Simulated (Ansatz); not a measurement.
**Sr: a listed cell, distorted in several ways**

Aim: see how energy, forces, stress and gap of Sr answer to swapped elements, distortions that keep the symmetry. Nothing is relaxed unless a step says so.

Program: Ansatz 0.2.0. Level of theory: DFT PBE, scalar-relativistic, plane waves, PAW. These are calculated values, not measurements.

## (1) The system as given

Symmetry: I4/mcm, No. 140, tetragonal system. The conventional cell has a = 8.317 Å, b = 8.317 Å, c = 7.154 Å, α = 90.00°, β = 90.00°, γ = 90.00°. Sr (site symmetry m2m) is surrounded by 7 Sr at 3.87 to 4.39 Å.

Coordinates:

```xyz
4
Lattice="-4.1585 4.1585 3.5768 4.1585 -4.1585 3.5768 4.1585 4.1585 -3.5768" Properties=species:S:1:pos:R:3 pbc="T T T"
Sr    5.5271    1.3686    0.0000
Sr   -1.3686    2.7899    3.5768
Sr    2.7899    1.3686    3.5768
Sr    1.3686    2.7899    0.0000
```

The structure comes from the Materials Project (structure only).

## (2) One element swapped, cell strained: Sr → Ba, first probe

Against the listed cell: Ba takes all sites of Sr, and lengths are scaled by 1.062 as a first guess of the size; strain xx, yy, zz, yz, xz, xy = +3.1, +3.1, +1.6, +0.0, +0.0, +0.0 %; atoms moved by 0.06 Å root mean square, at most 0.06 Å.

File input.yaml:

```yaml
crystal:
  lattice:
    - [-4.5534227455, 4.5534227455, 3.85952838]
    - [4.5534227455, -4.5534227455, 3.85952838]
    - [4.5534227455, 4.5534227455, -3.85952838]
  atoms:
    - { symbol: Ba, position: [0.1696506811, 0.6696506811, 0.8393013522] }
    - { symbol: Ba, position: [0.8303493189, 0.3303493189, 0.1606986478] }
    - { symbol: Ba, position: [0.6696506811, 0.8303493189, 0.5] }
    - { symbol: Ba, position: [0.3303493189, 0.1696506811, 0.5] }
basis:
  ecutwfc: 420
kpoints:
  mp_grid: { grid: [4, 4, 4] }
hamiltonian:
  xc: pbe
scf:
  occupations: { method: gaussian, width: 0.1 }
output:
  forces: true
  stress: true
  eigenvalues: true
```

On the command line:

```console
ansatz run input.yaml --threads 1 --pin off --max-ram 1331MiB --backend cpu --events-out ev --progress --plain --runs-dir out
```

## (3) One element swapped, cell strained: Sr → Ba

input.yaml, as its differences from that of step 2:

```diff
@@ -13,3 +13,3 @@
 kpoints:
-  mp_grid: { grid: [4, 4, 4] }
+  mp_grid: { grid: [8, 8, 8] }
 hamiltonian:
```

## (4) A distortion that keeps the symmetry

File input.yaml:

```yaml
crystal:
  lattice:
    - [-3.970166204, 3.970166204, 3.5221167074]
    - [3.970166204, -3.970166204, 3.5221167074]
    - [3.970166204, 3.970166204, -3.5221167074]
  atoms:
    - { symbol: Sr, position: [0.1594483589, 0.6594483589, 0.8188967078] }
    - { symbol: Sr, position: [0.8405516411, 0.3405516411, 0.1811032922] }
    - { symbol: Sr, position: [0.6594483589, 0.8405516411, 0.5] }
    - { symbol: Sr, position: [0.3405516411, 0.1594483589, 0.5] }
basis:
  ecutwfc: 420
kpoints:
  mp_grid: { grid: [8, 8, 8] }
hamiltonian:
  xc: pbe
scf:
  occupations: { method: gaussian, width: 0.1 }
output:
  forces: true
  stress: true
  eigenvalues: true
```

Before running it: what results should come out? Wanted: for each run, case; energy; pressure; largest force.

**Answer**, as computed:

```
step                                         case  energy (meV/atom)  pressure (GPa)  largest force (eV/Å)  gap on the mesh (eV)
   3  one element swapped, cell strained: Sr → Ba                n/a            -0.9                  0.06                  0.00
   4         a distortion that keeps the symmetry               +0.0             1.0                  0.53                  0.00
```

Energies are counted from step 4, with the smearing taken to zero. Other atoms or functionals have another zero of energy (n/a). A gap of 0.00 means none on the mesh at this level.

In words: 
